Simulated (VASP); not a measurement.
Set up this calculation in VASP 6.6.1, as the native input.

- Task: dielectric tensor
- Functional: PBEsol
- Potentials or basis: VASP PAW PBE potentials, release 64 (Zn, Se)
- Cutoff: 600 eV
- k mesh: 14 × 14 × 14
- Occupations: gaussian, width 0.03 eV
- Spin: no spin polarisation
- Monkhorst-Pack mesh: yes
- Further INCAR settings: ALGO = Normal; EDIFF = 1e-08

The structure of ZnSe (Stilleite) lies in POSCAR:

```
ZnSe                                    
1.0
    0.0000000000      2.8432986998      2.8432986998
    2.8432986998      0.0000000000      2.8432986998
    2.8432986998      2.8432986998      0.0000000000
  Zn              Se            
     1     1
Direct
     0.0000000000000000    0.0000000000000000    0.0000000000000000
     0.2500000000000000    0.2500000000000000    0.2500000000000000
```

The input as run:

INCAR

```
SYSTEM = ZnSe
PREC = Accurate
ENCUT = 600
EDIFF = 1E-8
ISMEAR = 0
SIGMA = 0.03
LREAL = .FALSE.
LASPH = .TRUE.
NELM = 80
ALGO = Normal
ISIF = 2
LWAVE = .FALSE.
LCHARG = .FALSE.
GGA = PS
LEPSILON = .TRUE.
```

KPOINTS

```
Automatic mesh
0
Monkhorst
  14 14 14
  0 0 0
```

Potentials or basis: VASP PAW PBE potentials, release 64 (Zn, Se).

Run with:

```sh
$ cat potpaw_PBE.64/Zn/POTCAR potpaw_PBE.64/Se/POTCAR > POTCAR
$ mpirun -np 1 vasp_std > vasp.out
```

Results of the run:

The electronic dielectric tensor (diagonal) is 7.48 and the born charges (mean of the diagonal) is Zn +2.06; Se -2.06 e.

Run time: 65 min on 1 thread of AMD EPYC 7R13 Processor (Zen 3) (shared host), peak memory 2.3 GiB.
